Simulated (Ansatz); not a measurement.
# NiO (Fm-3m): equation of state

An exercise on one series of results from a longer session: the logs are not shown, and one member is left open.

Method: DFT PBE+U (U_eff = 6.2 eV on Ni 3d), scalar-relativistic, plane waves, PAW, in Ansatz 0.2.0.

## The system as given

It takes space group Fm-3m (No. 225, cubic). The conventional cell has a = 4.251 Å, b = 4.251 Å, c = 4.251 Å, α = 90.00°, β = 90.00°, γ = 90.00°. Ni (site symmetry m-3m) has 6 O at 2.13 Å as nearest neighbours. O (site symmetry m-3m) is surrounded by 6 Ni at 2.13 Å.

As a file:

```xyz
4
Lattice="1.5035 0.8680 2.4552 -1.5035 0.8680 2.4552 0.0000 -5.2027 -0.0020" Properties=species:S:1:pos:R:3 pbc="T T T"
Ni    1.5035    0.8680    2.4552
O     0.0000    0.0014    3.6823
Ni    1.5035   -0.8653    4.9095
O     0.0000   -1.7319    6.1366
```

This cell comes from an earlier session at PBE+U (U_eff = 6.2 eV on Ni 3d): 9.601 Å³/atom at 0.00 GPa, on a 10×10×6 mesh. The large moments point both ways and cancel.

Volume factors to run: 0.980, 1.020, 0.960, 1.040.

The first run:

The input, input.yaml:

```yaml
crystal:
  lattice:
    - [1.4934140056, 0.8622204732, 2.4387469149]
    - [-1.4934140056, 0.8622204732, 2.4387469149]
    - [0.0, -5.1677966358, -0.001954463]
  atoms:
    - { symbol: Ni, position: [1.0, 0.0, 0.0], spin: 1.85 }
    - { symbol: O, position: [0.7499999977, 0.7499999977, 0.2499999934] }
    - { symbol: Ni, position: [1.5, 0.5, 0.5], spin: -1.85 }
    - { symbol: O, position: [1.2500000023, 1.2500000023, 0.7500000066] }
basis:
  ecutwfc: 420
  ecutrho_ratio: 4
kpoints:
  mp_grid: { grid: [10, 10, 6] }
hamiltonian:
  xc: pbe
  hubbard:
    sites:
      - { species: Ni, l: d, u_eff: 6.2, starting_ns: start.occupation_matrices }
    ns_hold: { iters: 6 }
scf:
  occupations: { method: gaussian, width: 0.05 }
  lower_state_search: "off"
output:
  forces: true
  stress: true
  eigenvalues: true
  populations: true
magnetization:
  spin_polarized: true
relax:
  f_tol: 0.01
  max_steps: 40
  cell: { stress_tol: 0.1, fix: [volume] }
```

start.occupation_matrices holds the open shells' occupation matrices from the neighbouring geometry.

Command:

```bash
> ansatz run input.yaml --threads 2 --pin off --max-ram 5120MiB --backend cpu --events-out ev --progress --plain --runs-dir out
```

Steps of the session up to this table: Scaling the volume by 0.980; Scaling the volume by 1.020; At 0.960 of the relaxed volume; Scaling the volume by 1.040.

One table of the session follows, with a row left open; its other results are not shown here.

It belongs to the step «Energy and pressure against volume». 

| volume (Å³/atom) | energy (meV/atom) | pressure (GPa) | gap (eV) | moment of atom 1 (μB) |
| --- | --- | --- | --- | --- |
| 9.217 | 9.32 | 8.09 | 3.05 | 1.67 |
| 9.409 | 2.25 | 3.82 | 2.91 | 1.68 |
| 9.601 | 0.00 | 0.00 | 2.77 | 1.69 |
| 9.794 | ? | ? | ? | ? |
| 9.986 | 8.10 | -6.52 | 2.51 | 1.70 |

Q: Estimate the row for volume (Å³/atom) = 9.794 from the others.

Worked estimate for «energy (meV/atom)». A straight line through the neighbours (9.601, 0.00) and (9.986, 8.10) gives 0.00 + (8.10 − 0.00) × (9.794 − 9.601) / (9.986 − 9.601) = 4.06; a parabola fitted to 3 rows on both sides gives 1.96.

As computed: energy (meV/atom): 2.08; pressure (GPa): -3.43; gap (eV): 2.63; moment of atom 1 (μB): 1.69. In «energy (meV/atom)» the line misses by +1.98 and the parabola by -0.12.

To keep in mind: Warnings in the runs' records: near symmetry operations not taken, anti translation declined, stability check not made.
